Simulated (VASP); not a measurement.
## Co: equation of state with PBE

Co:

```
Co
1.0
    -1.40232    1.40232    1.40232
     1.40232   -1.40232    1.40232
     1.40232    1.40232   -1.40232
Co
1
Direct
  0.00000 0.00000 0.00000
```

This isn't the form of Co at room conditions, which is hcp.

| Quantity | Value |
| --- | --- |
| Program | VASP 6.6.1 |
| Task | equation of state |
| Functional | PBE |
| Potentials or basis | VASP PAW PBE potentials, release 64 (Co) |
| Cutoff | 520 eV |
| k mesh | 13 × 13 × 13 |
| Occupations | fermi-dirac, width 0.05 eV |
| Spin | collinear spin, ferromagnetic start |
| Starting moments | [2.0] μB |

* Equilibrium volume: 11.02 Å³/atom
* Bulk modulus: 206 GPa
* Pressure derivative of the bulk modulus: 5.5

Energy against volume, from the lowest point:
```csv
volume (Å³/atom),energy (meV/atom)
10.369,27.86
10.589,11.61
10.810,2.59
11.031,0.00
11.251,3.09
11.472,11.13
11.692,23.45
```

All runs of the series together: 3 min on 1 thread of Intel(R) Xeon(R) Platinum 8559C (Emerald Rapids) (shared host).
